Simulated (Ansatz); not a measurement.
A frame of GaN from dynamics at 4000 K, with the forces (eV/Å) computed on a k mesh in the last three columns. The calculation used DFT PBE, scalar-relativistic, plane waves, PAW (Ansatz 0.2.0).

Plane waves to 420 eV, a k mesh through Γ of 4×4×4 on the computed 14-atom cell and Fermi–Dirac smearing (0.34 eV); no spin polarisation.

```xyz
14
Lattice="5.469 -0.099 -0.261 -0.099 5.746 -0.012 -0.261 -0.012 5.583" Properties=species:S:1:pos:R:3:forces:R:3 pbc="T T T"
Ga   -0.081    4.738    4.684    2.140   -1.810   -0.750
Ga    2.289    3.536    3.246    1.010   -0.440    3.430
Ga    3.843    1.293    2.281    1.270    0.370   -0.730
Ga    1.160    1.364    5.323    1.310    1.740    0.990
Ga    3.881    3.606    0.383   -1.140   -1.440   -1.410
Ga    3.793    0.473    4.748    1.890    1.480    0.370
Ga    1.041    3.645    1.327   -0.760   -0.770   -1.920
N     2.622    4.831    4.865   -1.940   -2.620   -0.490
N     2.887    1.974    4.681   -1.310    3.590   -0.180
N     1.976    0.727    1.523   -2.320   -2.850    1.440
N     1.209    5.484    2.011    3.000    3.280   -1.210
N     0.218    0.774    3.900   -2.520   -0.830    0.130
N     4.531    4.437    2.062   -0.540    1.020   -2.830
N     4.373    3.565    2.909   -0.090   -0.720    3.140
```

Static pressure 16.3 GPa (no kinetic part), no gap on the mesh.

Counting as bonded all pairs within 1.2 times the summed covalent radii, but none from a metal cation to another cation:

```tsv
atom → neighbour	mean count	mean length (Å)	spread (Å)
Ga → N	2.29	2.01	0.14
N → Ga	2.29	2.01	0.14
N → N	0.57	1.26	0.03
```

Angles between all pairs of such bonds at an atom (mean ± spread): 108 ± 21° at Ga, 107 ± 16° at N.

Spin polarisation was left out, and a magnetic state may lie lower.

Cost: 1 run of about 1.2 core-minutes, on Intel Xeon Processor @ 2.70GHz (shared hosts).